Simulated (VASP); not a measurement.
## TePb: single point with r2SCAN

**Measured values to compare with.**

A printed reference work, monograph reports, for a bulk crystal of TePb at 4.2 K: band gap 0.19 eV (direct).

TePb:

```
Te Pb
1.0
     0.00000    3.29437    3.29437
     3.29437    0.00000    3.29437
     3.29437    3.29437    0.00000
Te Pb
1 1
Direct
  0.50000 0.50000 0.50000
  0.00000 0.00000 0.00000
```

```
Program                : VASP 6.6.1
Task                   : single point
Functional             : r2SCAN
Potentials or basis    : VASP PAW PBE potentials, release 64 (Te, Pb_d)
Cutoff                 : 520 eV
k mesh                 : 8 × 8 × 8
Occupations            : gaussian, width 0.05 eV
Spin                   : no spin polarisation
Dipole correction      : no
Further INCAR settings : ALGO = Normal; EDIFF = 1e-07; NBANDS = 17
```

The pressure is -1.0 GPa and the band gap on the k mesh is 1.14 eV, direct.

Levels at points of the mesh, in eV from the valence-band top:
```
           k point  band 6  band 7  band 8  band 9  band 10  band 11  band 12  band 13  band 14  band 15
(0.00, 0.00, 0.00)  -12.01   -5.78   -1.25   -1.25    -1.25     4.29     4.29     4.29     6.33     6.33
(0.50, 0.00, 0.00)  -10.66   -8.58   -0.81   -0.81     0.00     1.14     1.57     1.57     8.88     9.56
(0.50, 0.50, 0.00)  -10.44   -7.40   -4.21   -2.61    -2.61     3.85     5.62     5.62     6.83    10.42
```

It took 2 min on 1 thread of AMD EPYC 9R45 96-Core Processor (Zen 5) (shared host), peak memory 0.2 GiB.

Measured gap of TePb: 0.19 eV (direct; 4.2 K; a printed reference work, monograph). This calculation gives 1.14 eV (+0.95 eV). Spin-orbit coupling on Pb, Te is left out. The value is that of r2SCAN on a finite k mesh, which can miss the band edges, without temperature or zero-point motion.

Caveat: the PAW data sets were made with another functional, which shifts forces and pressure a little; spin-orbit coupling is left out, which moves the levels of the heavy elements.
